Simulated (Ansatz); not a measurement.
**MnO under changes of volume**

One of the cells (10.999 Å³/atom); the others are scaled copies at fixed shape and fractional positions:

```
Mn O
1.0
     0.00000    2.22391    2.22391
     2.22391    0.00000    2.22391
     2.22391    2.22391    0.00000
Mn O
1 1
Direct
  0.00000 0.00000 0.00000
  0.50000 0.50000 0.50000
```

The cell is a database's computed one.

* Program: Ansatz 0.2.0
* Functional: LDA
* Potentials or basis: Ansatz PAW
* Cutoff: 420 eV (not typed: the program's choice for these potentials)
* k mesh: 10 × 10 × 10
* Occupations: fermi-dirac, width 0.05 eV
* Spin: collinear spin, ferromagnetic start
* Starting moments: [4.0, 0.0] μB

```csv
volume (Å³/atom),energy over the lowest point (meV/atom),pressure (GPa),moment (μB per cell)
10.339,0.00,-12.4,4.36
10.559,18.41,-13.8,4.45
10.779,38.38,-15.2,4.53
10.999,60.14,-16.5,4.60
11.219,?,?,?
11.439,108.32,-18.5,4.75
11.659,133.88,-19.7,4.79
```

Question: What does the run at 11.219 Å³/atom give?

Answer: Energy over the lowest point 83.76 meV/atom; pressure -17.7 GPa; moment 4.67 μB per cell.

Worked out: A Birch-Murnaghan fit of order 3 (a polynomial in V^(-2/3)) to the other rows has no minimum within the range. It gives 83.57 meV/atom at 11.219 Å³/atom, against the run's 83.76, and -dE/dV = -17.5 GPa, against -17.7. A parabola through the other rows of the moment, of slope 0.302 μB per Å³/atom there, gives 4.68 μB, against the run's 4.67.

Energies are extrapolated to zero smearing.

Caveats: a cell with one magnetic atom can't hold antiferromagnetic order, which such compounds often take; the PAW data sets come from PBE, with cores solved anew for the run's functional, which leaves a small shift of forces and pressure.
